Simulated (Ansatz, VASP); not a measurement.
# One calculation of Os, two programs

Contents of INCAR:

```
PREC = Accurate
ENCUT = 520
EDIFF = 1E-6
ISMEAR = 0
SIGMA = 0.15
LREAL = F
LASPH = T
NELM = 60
ALGO = Normal
ISIF = 2
LWAVE = F
LCHARG = F
GGA = PS
NBANDS = 15
```

Contents of KPOINTS:

```
Automatic mesh
0
Gamma
  18 18 12
```

File POSCAR:

```
Os
1.0
    2.7340999755      0.0000000000      0.0000000000
   -1.3670499878      2.3678000353      0.0000000000
    0.0000000000      0.0000000000      4.8864446400
Os
2
Direct
    0.3333333333      0.6666666667      0.2500000000
    0.6666666667      0.3333333333      0.7500000000
```

Input for Ansatz:

```yaml
crystal:
  lattice:
    - [2.7340999755, 0.0, 0.0]
    - [-1.3670499878, 2.3678000353, 0.0]
    - [0.0, 0.0, 4.88644464]
  atoms:
    - { symbol: Os, position: [0.3333333333, 0.6666666667, 0.25] }
    - { symbol: Os, position: [0.6666666667, 0.3333333333, 0.75] }
basis:
  ecutwfc: 420
kpoints:
  mp_grid: { grid: [18, 18, 12] }
hamiltonian:
  xc: pbesol
scf:
  occupations: { method: gaussian, width: 0.15 }
output:
  forces: true
  stress: true
  eigenvalues: true
  write_density: true
  write_potential: true
  elf: true
  volumetric_format: npy
```

Change from the starting cell: strain +0.1312 x Voigt [0, 0, 1, 0, 0, 0], atoms carried along.

Alike in both runs: task single point; functional PBEsol; k mesh 18 × 18 × 12; occupations gaussian, width 0.15 eV; no spin polarisation.

|  | VASP | Ansatz |
| --- | --- | --- |
| version | VASP 6.6.1 | Ansatz 0.2.0 |
| potentials or method | VASP PAW PBE potentials, release 64 (Os) | scalar-relativistic, plane waves, PAW |
| plane-wave cutoff (eV) | 520 | 420 |
| valence electrons in the cell | 16 | 32 |

VASP gave:

| Item | Value |
| --- | --- |
| gap on the k mesh at the Fermi level (eV) | none |
| pressure (GPa) | -36.7 |
| largest component of the traceless stress (GPa) | 32.03 |

Which values does Ansatz return?

gap on the k mesh at the Fermi level (eV): none; pressure (GPa): -36.3; largest component of the traceless stress (GPa): 32.39.

A gap of «none» marks a metal or a gap that the smearing closes. The functional is the same, so the differences come from potentials, cutoffs and numerics. The two sets of potentials don't hold the same shells in valence.

Caveats: the cell as given lies far from equilibrium; so large a pressure means that the cell lies far from this level's equilibrium, or that cutoff or potentials fall short (VASP); the potentials were made for another functional, which shifts forces and pressure (VASP). Spin-orbit coupling is left out, which matters for the levels of Os.
